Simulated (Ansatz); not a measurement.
Level of theory: DFT PBE, scalar-relativistic, plane waves, PAW (Ansatz 0.2.0). Settings: cutoff 420 eV, Γ-centred meshes spaced at most about 0.3 Å⁻¹, and about 0.25 Å⁻¹ or finer for metals (2π included), Gaussian smearing. No spin polarisation.

All energies are static (0 K, no zero-point motion).

Question: Which of these relaxed structures of Be₂Se is the lowest in energy?
A. Space group P4/mmm (No. 123), tetragonal, a = 3.245 Å, c = 7.400 Å. Be on a site of symmetry 4mm has 1 Be at 2.19 Å, 4 Se at 2.54 Å and 5 Be at 2.54–2.61 Å; Be on a site of symmetry 4/mmm is surrounded by 2 Be at 2.61 Å, 8 Se at 2.75 Å and 4 Be at 3.25 Å; Be on a second site of symmetry 4/mmm is surrounded by 2 Se at 2.18 Å and 8 Be at 2.54 Å; around Se lie 1 Be at 2.18 Å, 4 Be at 2.54 Å and 4 Be at 2.75 Å.
B. Space group C2/m (No. 12), monoclinic, a = 9.704 Å, b = 3.567 Å, c = 5.911 Å, β = 118.6°. Be on its first site is surrounded by 3 Be at 2.20–2.31 Å and 3 Se at 2.26–2.33 Å; Be on its second site is surrounded by 5 Be at 2.20–2.31 Å and 2 Se at 2.35–2.41 Å; Se has 5 Be at 2.26–2.41 Å.
C. Space group Fm-3m (No. 225), cubic, a = 5.711 Å. Around Be lie 4 Se at 2.47 Å and 6 Be at 2.86 Å; Se has 8 Be at 2.47 Å.

Answer: B. The next of these, A, lies 0.50 eV/atom higher. Forms: B C2/m; A P4/mmm; C anti-fluorite type, Fm-3m. Counting Se atoms around Be (those within 1.25 times the shortest such distance or 1.15 times the sum of covalent radii; the shortest distance is added where it is long for a bond; a slash parts the counts of unlike sites): B has Be 2/3; A has Be 2/4/8 from 2.8 Å; C has Be 4. Origin: A and C, invented; B, invented, then shaken at random and relaxed again.

Cells relaxed within their symmetry can be saddle points. Some structure types and database cells were kept out of the candidates from the start, so a known form may be missing.
